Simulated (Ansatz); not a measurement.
Reactions of `N[CH2][GeH2][SiH3]`.

Calculated with Ansatz (gas phase, PBE0-D4/def2-TZVP geometries, no zero-point term in ΔE). CCSD(T)/CBS adds triple-zeta CCSD(T) − MP2 to the extrapolated MP2 energy (def2 sets, frozen cores). This one scheme is used for every species. DFT in def2-TZVPP. B3LYP here is the variant with VWN-RPA as its local correlation; programs differ in this. For Ge outer-core shells are correlated without core-valence functions, which leaves a few kJ/mol of doubt a bond. Scalar relativity is left out up to krypton. Each species was taken in one conformer, which may not be the lowest.

```tsv
reaction	ωB97X-V (kJ/mol)	CCSD/CBS(def2) (kJ/mol)	PBE0-D4 (kJ/mol)	B3LYP-D4 (kJ/mol)
`N[CH2][GeH2][SiH3]` + H₂O → `N[CH2][GeH2][OH]` + SiH₄	-14	-8	3	-10
`N[CH2][GeH2][SiH3]` + `CC(=O)O` → `CC(=O)O[SiH3]` + `N[CH2][GeH3]`	-60	-63	-45	-58
`N[CH2][GeH2][SiH3]` → `C[NH][GeH2][SiH3]`	-16	-15	-13	-17
`N[CH2][GeH2][SiH3]` + HCl → `[SiH3][GeH2][Cl]` + CH₃NH₂	-95	-92	-93	-96
`N[CH2][GeH2][SiH3]` + H–F → `[F][GeH2][SiH3]` + CH₃NH₂	-78	-67	-66	-78
`N[CH2][GeH2][SiH3]` + CH₃SH → `C[S][GeH2][SiH3]` + CH₃NH₂	-65	-66	-70	-70
`N[CH2][GeH2][SiH3]` + `[CH3][GeH3]` → `[CH3][GeH2][CH2]N` + `[SiH3][GeH3]`	1	0	2	3
```

Give the CCSD(T)/CBS values in the same order. (Estimate.)

Ansatz gave: -6, -61, -15, -89, -63, -66, 1 kJ/mol.

Largest T1 diagnostic: 0.015, for `CC(=O)O`.
